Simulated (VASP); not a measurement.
Here is a VASP 6.6.1 calculation.

File INCAR:

```
SYSTEM = Ge
  PREC = Accurate
  ENCUT = 600
  EDIFF = 1E-6
  ISMEAR = 0
  SIGMA = 0.03
  LREAL = .False.
  LASPH = .True.
  NELM = 80
  ALGO = Normal
  ISIF = 3
  LWAVE = .False.
  LCHARG = .False.
  METAGGA = R2SCAN
  LMIXTAU = .True.
  LUSE_VDW = .True.
  IVDW_NL = 2
  BPARAM = 11.95
  CPARAM = 0.0093
  IBRION = 2
  NSW = 90
  EDIFFG = -0.01
```

Contents of KPOINTS:

```
Automatic mesh
0
Gamma
  10 10 10
  0 0 0
```

Contents of POSCAR:

```
Ge
1.0
    0.0000000000      2.8289100000      2.8289100000
    2.8289100000      0.0000000000      2.8289100000
    2.8289100000      2.8289100000      0.0000000000
Ge
2
Direct
    0.0000000000      0.0000000000      0.0000000000
    0.2500000000      0.2500000000      0.2500000000
```

Potentials or basis: VASP PAW PBE potentials, release 64 (Ge_d).

Command:

```bash
$ cat potpaw_PBE.64/Ge_d/POTCAR > POTCAR
$ mpirun -np 1 vasp_std > vasp.out
```

Task: Estimate the relaxed cell.

Result: a = 3.999 Å, b = 3.999 Å, c = 3.999 Å, α = 60.00°, β = 60.00°, γ = 60.00°.

Task: Predict the relaxed volume.

Result: 22.61 Å³/atom.

Task: Predict the space group after relaxing (to 0.05 Å).

Result: Fd-3m (No. 227).

Task: What does it give for the band gap on the k mesh?

Result: 0.42 eV, direct.

Final structure:
```
Ge
1.0
     0.00000    2.82764    2.82764
     2.82764    0.00000    2.82764
     2.82764    2.82764    0.00000
Ge
2
Direct
  0.00000 0.00000 0.00000
  0.25000 0.25000 0.25000
```

Caveat: the PAW data sets were made with another functional, which shifts forces and pressure a little. A k mesh can miss the band edges.
